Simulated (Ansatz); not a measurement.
Space group R-3c:H (No. 167). a = 4.809 Å, b = 4.809 Å, c = 13.123 Å, α = 90.00°, β = 90.00°, γ = 120.00°
```
atom site symmetry x y z
  Al   12c        3.  0.6667  0.3333  0.1855
   O   18e        .2  0.6395  0.6667  0.4167
```

Equation of state of this Al₂O₃ structure (not necessarily the ground state), with shape and atoms relaxed at each volume where symmetry leaves them free. All numbers below come from Ansatz 0.2.0, DFT PBE, scalar-relativistic, plane waves, PAW.

Cutoff 420 eV; k points 6×6×6 on the computed 10-atom cell (Γ-centred); Gaussian smearing, width 0.02 eV; no spin polarisation.

```csv
V (Å³/atom),E − E(largest V) (meV/atom),P (GPa),gap on mesh (eV)
8.235,4.70,16.13,6.60
8.497,-14.50,7.47,6.22
8.760,-20.48,0.02,5.85
9.023,-15.16,-6.39,5.50
9.286,0.00,-11.90,5.16
```

Problem. Fit a third-order Birch–Murnaghan equation to E(V).

Solution. V0 = 8.76 Å³/atom, B0 = 230 GPa, B0' = 4.0.